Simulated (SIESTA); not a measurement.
Wanted: the native input for a SIESTA 5.4.2 run.

```
Task                     : density of states
Functional               : PBE
Potentials or basis      : PseudoDojo 0.4 standard (PBE files)
Basis                    : DZP (energy shift 0.003 Ry; two zetas on semicore shells)
Grid cutoff              : 800 Ry
Energy shift             : 0.003 Ry
k mesh                   : 9 × 9 × 1
Occupations              : fermi-dirac, width 0.05 eV
Spin                     : no spin polarisation
dipole correction        : yes
Hubbard projector method : 1
U from the first cycle   : yes
broadening (eV)          : 0.05 eV
window from (eV)         : -25 eV
window to (eV)           : 5 eV
energy points            : 201
k mesh for the DOS       : 14 × 14 × 1
```

The system is Zr, a slab with vacuum.

```
Zr
1.0
     3.13501    0.00000    0.00000
    -1.04500    2.95572    0.00000
     0.00000    0.00000   25.23891
Zr
5
Direct
  0.50000 0.50000 0.29716
  0.00000 0.00000 0.39858
  0.50000 0.50000 0.50000
  0.00000 0.00000 0.60142
  0.50000 0.50000 0.70284
```

The slab is cut from a database's or a generator's crystal, which needn't be the stable form of the element.

The input as run:

Zr.fdf

```
SystemName                      Zr
SystemLabel                     Zr
NumberOfSpecies                 1
NumberOfAtoms                   5
%block ChemicalSpeciesLabel
  1  40 Zr
%endblock ChemicalSpeciesLabel

LatticeConstant                 1.0 Ang
%block LatticeVectors
     3.1350119617     0.0000000000     0.0000000000
    -1.0450039872     2.9557176230     0.0000000000
     0.0000000000     0.0000000000    25.2389061916
%endblock LatticeVectors
AtomicCoordinatesFormat         Fractional
%block AtomicCoordinatesAndAtomicSpecies
     0.5000000000     0.5000000000     0.2971602629  1  Zr
     0.0000000000     0.0000000000     0.3985801315  1  Zr
     0.5000000000     0.5000000000     0.5000000000  1  Zr
     0.0000000000     0.0000000000     0.6014198685  1  Zr
     0.5000000000     0.5000000000     0.7028397371  1  Zr
%endblock AtomicCoordinatesAndAtomicSpecies

%block kgrid.MonkhorstPack
    9   0   0  0.0
    0   9   0  0.0
    0   0   1  0.0
%endblock kgrid.MonkhorstPack
XC.Functional                   GGA
XC.Authors                      PBE
PAO.BasisSize                   DZP
PAO.EnergyShift                 0.003 Ry
Mesh.Cutoff                     800 Ry
OccupationFunction              FD
ElectronicTemperature           0.05 eV
Slab.DipoleCorrection           vacuum
MaxSCFIterations                120
SCF.MustConverge                false
SCF.Mixer.Method                Pulay
SCF.Mixer.Weight                0.25
SCF.Mixer.History               8
SCF.DM.Tolerance                5.0e-05
SCF.H.Tolerance                 1.0e-03 eV
WriteForces                     true
Charge.Mulliken                 end
%block ProjectedDensityOfStates
  EF -25.0 5.0 0.05 201 eV
%endblock ProjectedDensityOfStates
%block PDOS.kgrid.MonkhorstPack
   14   0   0  0.0
    0  14   0  0.0
    0   0   1  0.0
%endblock PDOS.kgrid.MonkhorstPack
%block PAO.Basis
  Zr 5
  n=4 0 2
    3.497 0.000
  n=5 0 2
    9.041 0.000
  n=4 1 2
    4.057 0.000
  n=5 1 1
    9.041
  n=4 2 2
    7.356 0.000
%endblock PAO.Basis
```

Potentials or basis: PseudoDojo 0.4 standard (PBE files), DZP (energy shift 0.003 Ry; two zetas on semicore shells).

The run is started by

```console
$ siesta < Zr.fdf > Zr.out 2>&1
```

Results of the run:

```json
{
  "Largest force": "0.543 eV/Å",
  "Band gap on the k mesh": "none (metal or under the smearing width)"
}
```

Caveat: the basis of atomic orbitals isn't converged, which shifts pressures, moduli and gaps.

Wall time 4.6 min on 1 thread of Arm Neoverse V2, on a shared host, peak memory 0.78 GiB.
